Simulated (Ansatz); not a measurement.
Crystal: Ge.

```
Ge
1.0
     0.00000    2.82891    2.82891
     2.82891    0.00000    2.82891
     2.82891    2.82891    0.00000
Ge
2
Cartesian
  4.2434 4.2434 4.2434
  2.8289 2.8289 2.8289
```

```yaml
Program: Ansatz 0.2.0
Task: relaxation of cell and atoms
Functional: BLYP
Potentials_or_basis: Ansatz PAW
Cutoff: "420 eV (not typed: the program's choice for these potentials)"
k_mesh: 8 × 8 × 8
Occupations: fermi-dirac, width 0.05 eV
Spin: no spin polarisation
```

At the start: volume 22.64 Å³/atom.

Q: Where does the relaxation end?

A: It ends after 5 steps and the volume is 25.45 Å³/atom (+12.4 %); space group Fd-3m (No. 227, to 0.05 Å).

The path:
```tsv
step	energy change (eV)	largest force (eV/Å)	volume (Å³)
1	0.0000	0.0000	45.28
2	-0.1060	0.0000	49.31
3	-0.1133	0.0000	50.58
4	-0.1135	0.0000	50.89
5	-0.1148	0.0000	50.89
```

Final structure:
```cif
data_structure
_symmetry_space_group_name_H-M 'P 1'
_symmetry_Int_Tables_number 1
_cell_length_a 4.1596
_cell_length_b 4.1596
_cell_length_c 4.1596
_cell_angle_alpha 60.000
_cell_angle_beta 60.000
_cell_angle_gamma 60.000
_cell_volume 50.89
loop_
_atom_site_label
_atom_site_type_symbol
_atom_site_fract_x
_atom_site_fract_y
_atom_site_fract_z
_atom_site_occupancy
Ge1 Ge 0.75000 0.75000 0.75000 1
Ge2 Ge 0.50000 0.50000 0.50000 1
```

The cell as given is a measured one (22.64 Å³/atom); BLYP puts the equilibrium volume +12.4 % from it, thermal expansion not counted.

Caveat: the plane-wave basis is chosen anew once the cell has moved, so the energies of steps on either side of that aren't comparable; the volume moved by +12 % from the deposited cell, more than functionals usually miss; the PAW data sets come from PBE, with cores solved anew for the run's functional, which leaves a small shift of forces and pressure.
